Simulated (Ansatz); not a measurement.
# CoSi: the cost of one run

Computed with Ansatz 0.2.0 (DFT PBE, scalar-relativistic, plane waves, PAW, unless a step's input says otherwise).

### 1 The system as given

The structure is cubic, space group P2_13 (No. 198). Conventional cell: a = 4.431 Å, b = 4.431 Å, c = 4.431 Å, α = 90.00°, β = 90.00°, γ = 90.00°. Around Co (site symmetry 3) lie 7 Si at 2.32 to 2.43 Å. Around Si (site symmetry 3) lie 7 Co at 2.32 to 2.43 Å.

Coordinates:

```
CELL_PARAMETERS angstrom
4.43084 0.00000 0.00000
0.00000 4.43084 0.00000
0.00000 0.00000 4.43084
ATOMIC_POSITIONS crystal
Co 0.14502 0.14502 0.14502
Co 0.35498 0.85498 0.64502
Co 0.64502 0.35498 0.85498
Co 0.85498 0.64502 0.35498
Si 0.84316 0.84316 0.84316
Si 0.65684 0.15684 0.34316
Si 0.34316 0.65684 0.15684
Si 0.15684 0.34316 0.65684
```

It is the end of an earlier relaxation with the same method, from a generated guess; it needn't be the stable form of this composition. At a tolerance of 0.05 Å it has space group P2_13 (No. 198); it has 10.87 Å³/atom, an uncorrected energy of -0.61 eV/atom over the elements.

### 2 Electronic structure at the relaxed geometry

File input.yaml:

```yaml
crystal:
  lattice:
    - [4.430843488, 0.0, 0.0]
    - [0.0, 4.430843488, 0.0]
    - [0.0, 0.0, 4.430843488]
  atoms:
    - { symbol: Co, position: [0.1450204866, 0.1450204866, 0.1450204866] }
    - { symbol: Co, position: [0.3549795134, 0.8549795134, 0.6450204866] }
    - { symbol: Co, position: [0.6450204866, 0.3549795134, 0.8549795134] }
    - { symbol: Co, position: [0.8549795134, 0.6450204866, 0.3549795134] }
    - { symbol: Si, position: [0.8431592503, 0.8431592503, 0.8431592503] }
    - { symbol: Si, position: [0.6568407497, 0.1568407497, 0.3431592503] }
    - { symbol: Si, position: [0.3431592503, 0.6568407497, 0.1568407497] }
    - { symbol: Si, position: [0.1568407497, 0.3431592503, 0.6568407497] }
basis:
  ecutwfc: 420
kpoints:
  mp_grid: { grid: [8, 8, 8] }
  band_path:
    path:
      - [[0.0, 0.0, 0.0], [0.0, 0.5, 0.0], [0.5, 0.5, 0.0], [0.0, 0.0, 0.0], [0.5, 0.5, 0.5], [0.0, 0.5, 0.0]]
      - [[0.5, 0.5, 0.5], [0.5, 0.5, 0.0], [0.5, 0.0, 0.0]]
    npoints: 14
hamiltonian:
  xc: pbe
scf:
  occupations: { method: gaussian, width: 0.1 }
  n_extra_bands: 20
output:
  forces: true
  stress: true
  eigenvalues: true
  populations: true
  dos: { projected: true, de: 0.02, nscf_kmesh: { grid: [10, 10, 10] } }
  bader: true
  write_density: true
  write_potential: true
  elf: true
  volumetric_format: npy
```

Launch:

```
> ansatz run input.yaml --threads 1 --pin off --max-ram 2560MiB --backend cpu --events-out ev --progress --plain --runs-dir out
```

Q: Estimate wall time and peak memory on 1 thread of Arm Neoverse V1, shared host.

About 3.9 min, with a peak of 0.56 GiB.
